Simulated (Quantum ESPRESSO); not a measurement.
## CdS under changes of volume

One of the cells (20.871 Å³/atom); the others are scaled copies at fixed shape and fractional positions:

```
Cd S
1.0
     0.00000    2.75324    2.75324
     2.75324    0.00000    2.75324
     2.75324    2.75324    0.00000
Cd S
1 1
Direct
  0.00000 0.00000 0.00000
  0.50000 0.50000 0.50000
```

Measurements of this composition are mostly on another form, of space group No. 186.

* Program: Quantum ESPRESSO 7.5
* Functional: r2SCAN
* Potentials or basis: SG15 PBE 1.2
* Cutoff: 952 eV
* Density cutoff: 3810 eV
* k mesh: 6 × 6 × 6
* Occupations: fermi-dirac, width 0.05 eV
* Spin: no spin polarisation

```tsv
volume (Å³/atom)	energy over the lowest point (meV/atom)	pressure (GPa)	gap on the mesh (eV)
19.618	4.54	2.7	0.58
20.036	0.00	0.8	0.58
20.453	0.15	-0.9	0.58
20.871	4.49	-2.4	0.58
21.288	12.54	-3.8	0.57
21.705	?	?	?
22.123	38.18	-6.0	0.56
```

Question: What does the run at 21.705 Å³/atom give?

Answer: Energy over the lowest point 23.89 meV/atom; pressure -5.0 GPa; gap on the mesh 0.57 eV.

Worked out: A Birch-Murnaghan fit of order 3 (a polynomial in V^(-2/3)) to the other rows has its minimum at 20.23 Å³/atom with B0 = V·E''(V) = 83 GPa and B' = 4.7. It gives 23.87 meV/atom at 21.705 Å³/atom, against the run's 23.89, and -dE/dV = -4.9 GPa, against -5.0. A straight line through the other rows of the gap, of slope -0.17 eV per unit of ln V, gives 0.57 eV, against the run's 0.57.

Energies are extrapolated to zero smearing.

Caveats: the potentials were made for another functional, which shifts forces and pressure.

A mesh can miss the band edges. Spin-orbit coupling on Cd is left out.
